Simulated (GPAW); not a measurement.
# GaSb (F-43m) in GPAW: notebook, part 2 of 2

GPAW 26.7.0. Earlier steps stand in the parts before.

## 3. Band structure, PBEsol, spin-orbit coupling, no magnetisation

Input file run.py:

```python
import numpy as np
from ase import Atoms
from ase.dft.bandgap import bandgap
from ase.io import write
from ase.units import GPa
from gpaw import GPAW, PW, setup_paths
from gpaw.spinorbit import soc_eigenstates

setup_paths.insert(0, '.')

atoms = Atoms(['Sb', 'Ga'],
              cell=[[0.0, 3.059, 3.059],
                    [3.059, 0.0, 3.059],
                    [3.059, 3.059, 0.0]],
              scaled_positions=[[0.75, 0.75, 0.75],
                                [0.0, 0.0, 0.0]],
              pbc=True)

calc = GPAW(mode=PW(600),
            xc='PBEsol',
            kpts={'size': (8, 8, 8), 'gamma': True},
            occupations={'name': 'fermi-dirac', 'width': 0.05},
            nbands=18,
            convergence={'density': 1e-05, 'energy': 1e-05},
            maxiter=150,
            txt='gpaw.txt')
atoms.calc = calc
energy = atoms.get_potential_energy()
forces = atoms.get_forces()
stress = atoms.get_stress()
calc.write('gs.gpw')
write('result.traj', atoms)
print(f'Energy: {energy:.6f} eV')
print('Forces (eV/A):')
print(forces.round(4))
print('Stress (GPa):', (stress / GPa).round(3))
print('Fermi level:', round(calc.get_fermi_level(), 4), 'eV')
print(f'Gap: {bandgap(calc)[0]:.4f} eV, direct: {bandgap(calc, direct=True)[0]:.4f} eV')

path = atoms.cell.bandpath('GXWKGLUWLK,UX', npoints=100, eps=1e-4)
bs_calc = calc.fixed_density(kpts=path, symmetry='off', nbands=30,
                             convergence={'bands': 'CBM+6.0', 'eigenstates': 1e-6}, txt='bands.txt')
bs = bs_calc.band_structure()
bs.write('bs.json')
print(f'Gap on the path: {bandgap(bs_calc)[0]:.4f} eV')

soc = soc_eigenstates(bs_calc, theta=0, phi=0)
np.savetxt('soc_bands.dat', soc.eigenvalues(), fmt='%.4f')
mesh = soc_eigenstates('gs.gpw', theta=0, phi=0)
np.savetxt('soc_mesh.dat', mesh.eigenvalues(), fmt='%.4f')
print('Fermi level with spin-orbit coupling:', round(mesh.fermi_level, 4), 'eV')
```

Potentials or basis: PAW data sets generated in the run's folder for this functional, pw.

Command:

```bash
gpaw-setup -f PBEsol Ga Sb
OMP_NUM_THREADS=1 python run.py
```

gpaw.txt:

```text
__  _  _
 | _ |_)|_||  |
 |__||  | ||/\| - 26.7.0

Input parameters:
  mode=PW(ecut=600.0),
  convergence={'density': 1e-05, 'energy': 1e-05},
  kpts=MonkhorstPack(size=(8, 8, 8), gamma=True),
  maxiter=150,
  nbands=18,
  occupations=Occupations(name='fermi-dirac', width=0.05),
  xc=XC(name='PBEsol')

Diagonalizing LCAO Hamiltonian
Converting LCAO to pw mode

                     Sb

       Ga

Atoms  # Å, Bohr magnetons
|   | symbol |        x |        y |        z |    initial magnetic moments |
|---|--------|----------|----------|----------|-----------------------------|
| 0 |     Sb | 4.588500 | 4.588500 | 4.588500 | ( 0.0000,  0.0000,  0.0000) |
| 1 |     Ga | 0.000000 | 0.000000 | 0.000000 | ( 0.0000,  0.0000,  0.0000) |

Unit cell  # Å
| periodic |        x |        y |        z |  lengths |    angles |
|----------|----------|----------|----------|----------|-----------|
|      yes | 0.000000 | 3.059000 | 3.059000 | 4.326079 | 60.000000 |
|      yes | 3.059000 | 0.000000 | 3.059000 | 4.326079 | 60.000000 |
|      yes | 3.059000 | 3.059000 | 0.000000 | 4.326079 | 60.000000 |

Number of symmetries: 24
Symmetry operations  # r_c * U_cc + t_c -> r_c
|    | kind |            matrix            |
|----|------|------------------------------|
|  0 |  E   |  1, 0, 0,  0, 1, 0,  0, 0, 1 |
|  1 |  σ   |  1, 0, 0,  0, 0, 1,  0, 1, 0 |
|  2 |  σ   |  1, 0,-1,  0, 1,-1,  0, 0,-1 |
|  3 |  C3  |  1, 0,-1,  0, 0,-1,  0, 1,-1 |
|  4 |  C3  |  1,-1, 0,  0,-1, 1,  0,-1, 0 |
|  5 |  σ   |  1,-1, 0,  0,-1, 0,  0,-1, 1 |
|  6 |  σ   |  0, 1, 0,  1, 0, 0,  0, 0, 1 |
|  7 |  C3  |  0, 1, 0,  0, 0, 1,  1, 0, 0 |
|  8 |  C2  |  0, 1,-1,  1, 0,-1,  0, 0,-1 |
|  9 |  S4  |  0, 1,-1,  0, 0,-1,  1, 0,-1 |
| 10 |  C3  |  0, 0, 1,  1, 0, 0,  0, 1, 0 |
| 11 |  σ   |  0, 0, 1,  0, 1, 0,  1, 0, 0 |
| 12 |  S4  |  0, 0,-1,  1, 0,-1,  0, 1,-1 |
| 13 |  C3  |  0, 0,-1,  0, 1,-1,  1, 0,-1 |
| 14 |  S4  |  0,-1, 1,  1,-1, 0,  0,-1, 0 |
| 15 |  C2  |  0,-1, 1,  0,-1, 0,  1,-1, 0 |
| 16 |  C3  |  0,-1, 0,  1,-1, 0,  0,-1, 1 |
| 17 |  S4  |  0,-1, 0,  0,-1, 1,  1,-1, 0 |
| 18 |  S4  | -1, 1, 0, -1, 0, 1, -1, 0, 0 |
| 19 |  C3  | -1, 1, 0, -1, 0, 0, -1, 0, 1 |
| 20 |  C3  | -1, 0, 1, -1, 1, 0, -1, 0, 0 |
| 21 |  S4  | -1, 0, 1, -1, 0, 0, -1, 1, 0 |
| 22 |  σ   | -1, 0, 0, -1, 1, 0, -1, 0, 1 |
| 23 |  C2  | -1, 0, 0, -1, 0, 1, -1, 1, 0 |

BZ-sampling:
  Number of BZ points: 512
  Number of IBZ points: 29

  Monkhorst-Pack size: [8, 8, 8]
  Monkhorst-Pack shift: [0.0625, 0.0625, 0.0625]

K-points  # in reciprocal-cell coordinates
|     |                                coordinates |     weight |
|-----|--------------------------------------------|------------|
|   0 | (  0.00000000,   0.00000000,   0.00000000) | 0.00195312 |
|   1 | (  0.12500000,   0.12500000,   0.00000000) | 0.01171875 |
|   2 | (  0.12500000,   0.12500000,   0.12500000) | 0.01562500 |
|   3 | (  0.25000000,   0.12500000,   0.12500000) | 0.02343750 |
|   4 | (  0.25000000,   0.25000000,   0.00000000) | 0.01171875 |
|   5 | (  0.25000000,   0.25000000,   0.12500000) | 0.04687500 |
|   6 | (  0.25000000,   0.25000000,   0.25000000) | 0.01562500 |
|   7 | (  0.37500000,   0.25000000,  -0.37500000) | 0.04687500 |
|   8 | (  0.37500000,   0.25000000,   0.12500000) | 0.04687500 |
|   9 | (  0.37500000,   0.25000000,   0.25000000) | 0.04687500 |
| ... |                                            |            |
|  28 | (  0.50000000,   0.50000000,   0.50000000) | 0.00781250 |

Plane wave coefficients: 1926
Cutoff: 600.0 eV

Spin-components: 1 (collinear spins)
Bands:           18
Projectors:      11
Spin-degeneracy: 2
Datatype:        complex128

Parallelization:
  kpt:    1
  domain: 1
  band:   1

Density:
  Valence electrons: 18.0
  Components: 1
  Grid points: [25 25 25]
  Charge: 0.0  # |e|

Potential:
  Grid points: [25 25 25]

species:
  Sb:
    name:    Antimony
    Z:       51.0
    valence: 15
    core:    36
    charge:  0.0  # [|e|]
    compensation charges:
      type: gauss
      rc: 0.36  # [Å]
      lmax: 2
    cutoffs:
      filter: 2.23  # [Å]
      core: 2.23  # [Å]
    projectors
    | kind |    occ | energy [eV] | rcut [Å] |
    |------|--------|-------------|----------|
    |   5s |  2.000 |     -12.861 |    1.154 |
    |   5p |  3.000 |      -4.846 |    1.233 |
    |   4d | 10.000 |     -33.456 |    1.196 |
    |    s |        |      14.351 |    1.154 |
    |    p |        |      22.365 |    1.233 |
    |    d |        |      -6.245 |    1.196 |

    Using partial waves for Sb as LCAO basis

  Ga:
    name:    Gallium
    Z:       31.0
    valence: 3
    core:    28
    charge:  0.0  # [|e|]
    compensation charges:
      type: gauss
      rc: 0.37  # [Å]
      lmax: 2
    cutoffs:
      filter: 2.06  # [Å]
      core: 4.17  # [Å]
    projectors
    | kind |    occ | energy [eV] | rcut [Å] |
    |------|--------|-------------|----------|
    |   4s |  2.000 |      -8.959 |    1.164 |
    |   4p |  1.000 |      -2.572 |    1.164 |
    |    s |        |      18.252 |    1.164 |
    |    p |        |      24.640 |    1.164 |
    |    d |        |       0.000 |    1.164 |

    Using partial waves for Ga as LCAO basis

Reference energy: -229049.218856  # eV

eigensolver:
  PPCG
  Converge bands: occupied
  niter=2

density mixing:
  MSR1-Mixer
  Pratt-step length: 0.05
  Maximum mixing coefficient: 0.75
  Old densities: 10
  SVD Regularization: 0.005
  Good broyden scale: 1.0
  Trust region scale: 1.0
  Backstep threshold: 4.0
  History deletion threshold: 6.0
  Fourier metric: weight=20.0, sigma=0.015

occupation numbers:
  Fermi-Dirac:
    width: 0.0500  # eV

poisson solver:
  ecut: 4800.0  # eV

xc functional:
  name: PBEsol with 2 nearest neighbor stencil

convergence criteria:
- Maximum integral of absolute [dens]ity change: 1e-05 electrons / valence electron
- Maximum [total energy] change in last 3 cyles: 1e-05 eV / valence electron
- Maximum integral of absolute [eigenst]ate change: 4e-08 eV^2 / valence electron
maximum number of iterations: 150

SCF iterations
|iter     | |      energy | eigst |  dens |
|---------|-|-------------|-------|-------|
|iter:   1| |   -8.476078 | +0.21 |       |
|iter:   2| |   -8.476931 | -1.98 | -1.29 |
|iter:   3| |   -8.440784 | -2.53 | -1.32 |
|iter:   4| |   -8.440551 | -3.25 | -1.88 |
|iter:   5| |   -8.440838 | -4.31 | -2.64 |
|iter:   6| |   -8.440932 | -5.08 | -3.03 |
|iter:   7| |   -8.440932c| -6.82 | -4.15 |
|iter:   8| |   -8.440932c| -7.67c| -4.62 |
|iter:   9| |   -8.440932c| -8.49c| -5.35c|

Converged in 9 steps
Energy contributions relative to reference atoms: (reference = -229049.218856)

Energy contributions:
  Kinetic:          10.305527
  Coulomb:          -9.114354
  Zero:              0.177554
  External:          0.000000
  Xc:               -9.809414
  Entropy:          -0.000490
  Spinorbit:         0.000000
  ----------------------------
  Free energy:      -8.441177
  Extrapolated:     -8.440932

dipole moment: (-11.041988, -11.041988, -11.041988)  # |e|*Ang

Fermi level: 4.804
Eigenvalues  # (at kpt = [0.000, 0.000, 0.000])
| band index |      eig [eV] | occ [0-2] |
|------------|---------------|-----------|
|          0 |       -23.948 |     2.000 |
|        ... |               |           |
|          2 |       -23.948 |     2.000 |
|          3 |       -23.931 |     2.000 |
|          4 |       -23.931 |     2.000 |
|          5 |        -6.732 |     2.000 |
|          6 |         4.736 |     1.588 |
|          7 |         4.736 |     1.588 |
[... 8 lines left out ...]
|         16 |        14.183 |     0.000 |
|         17 |        14.183 |     0.000 |

No gap
No difference between direct/indirect transitions

Forces  # eV/Ang
|        x |        y |        z |
|----------|----------|----------|
| -0.00000 |  0.00000 | -0.00000 |  # Sb   0
| -0.00000 | -0.00000 | -0.00000 |  # Ga   1

Stress tensor  # eV/Ang^3
|         x |         y |         z |
|-----------|-----------|-----------|
|  0.000836 |  0.000000 | -0.000000 |
|  0.000000 |  0.000836 | -0.000000 |
| -0.000000 | -0.000000 |  0.000836 |

# Writing to gs.gpw (mode='')
```

Wall time 2.1 min (1 thread of Intel Xeon at 2.50GHz (Skylake/Cascade Lake), shared host); peak memory 0.37 GiB.

What came out:

```
Free energy             : -8.4412 eV
Pressure                : -0.1 GPa
Band gap along the path : none (metal or under the smearing width)
```

Levels at the corners of the path, in eV from the Fermi level:
| point | band 15 | band 16 | band 17 | band 18 | band 19 | band 20 | band 21 | band 22 |
| --- | --- | --- | --- | --- | --- | --- | --- | --- |
| Γ | -0.21 | -0.21 | 0.02 | 0.02 | 0.02 | 0.02 | 2.41 | 2.41 |
| X | -2.96 | -2.96 | -2.68 | -2.68 | 0.63 | 0.63 | 0.94 | 0.94 |
| W | -3.84 | -3.47 | -3.36 | -3.34 | 3.20 | 3.64 | 4.02 | 4.08 |
| K | -4.00 | -3.77 | -2.44 | -2.41 | 1.11 | 1.13 | 3.53 | 3.68 |
| Γ | -0.21 | -0.21 | 0.02 | 0.02 | 0.02 | 0.02 | 2.41 | 2.41 |
| L | -1.63 | -1.63 | -1.17 | -1.17 | 0.15 | 0.15 | 3.45 | 3.45 |
| U | -4.00 | -3.77 | -2.44 | -2.41 | 1.11 | 1.13 | 3.53 | 3.68 |
| W | -3.84 | -3.47 | -3.36 | -3.34 | 3.20 | 3.64 | 4.02 | 4.08 |
| L | -1.63 | -1.63 | -1.17 | -1.17 | 0.15 | 0.15 | 3.45 | 3.45 |
| K | -4.00 | -3.77 | -2.44 | -2.41 | 1.11 | 1.13 | 3.53 | 3.68 |
| U | -4.00 | -3.77 | -2.44 | -2.41 | 1.11 | 1.13 | 3.53 | 3.68 |
| X | -2.96 | -2.96 | -2.68 | -2.68 | 0.63 | 0.63 | 0.94 | 0.94 |

Caveat: spin-orbit coupling was added after a scalar SCF, so levels and gaps hold it while energy, forces, pressure and moments don't; this program's spin-orbit splittings come out too wide for heavy elements.

## 4. The reference run

An earlier run on the cell as given: functional PBEsol; potentials or basis PAW data sets generated in the run's folder for this functional; cutoff 600 eV; basis pw; k mesh 8 × 8 × 8; occupations fermi-dirac, width 0.05 eV; no spin polarisation.

* Pressure: -0.1 GPa
* Band gap on the k mesh: none (metal or under the smearing width)

## 5. The runs side by side

| task | spin | band path | band points | spin axis theta (degrees) | spin axis phi (degrees) | soc after scf | pressure (GPa) |
| --- | --- | --- | --- | --- | --- | --- | --- |
| band structure | off | GXWKGLUWLK,UX | 100 | - | - | - | -0.1 |
| band structure | SOC, no magnetisation | GXWKGLUWLK,UX | 100 | 0 | 0 | second variation | -0.1 |
| single point | off | - | - | - | - | - | -0.1 |

Alike in all rows: level PBEsol; potentials or basis PAW data sets generated in the run's folder for this functional, pw; cell as given; k mesh 8 × 8 × 8; cutoff (eV) 600; smearing fermi-dirac 0.05 eV.

Caveats: spin-orbit coupling is left out, which moves the levels of the heavy elements (some runs); spin-orbit coupling was added after a scalar SCF, so levels and gaps hold it while energy, forces, pressure and moments don't (some runs); this program's spin-orbit splittings come out too wide for heavy elements (some runs); this crystal is a semiconductor, whose small gap the functional closes, so the metal is an error of the method (some runs).

Absolute energies hang on the potentials; compare differences alone.

## 6. How close it comes

Step 2. Against the measured gap of GaSb, 0.811 eV (direct; 4.2 K; a printed reference work, data compilation), the calculated 0.00 eV is off by -0.81 eV. Spin-orbit coupling on Ga, Sb is left out. The value is that of PBEsol, without temperature or zero-point motion. Semilocal functionals fall short of measured gaps as a rule.

Step 3. Measured gap of GaSb: 0.811 eV (direct; 4.2 K; a printed reference work, data compilation). This calculation gives 0.00 eV (-0.81 eV). The value is that of PBEsol, without temperature or zero-point motion. Semilocal functionals fall short of measured gaps as a rule.
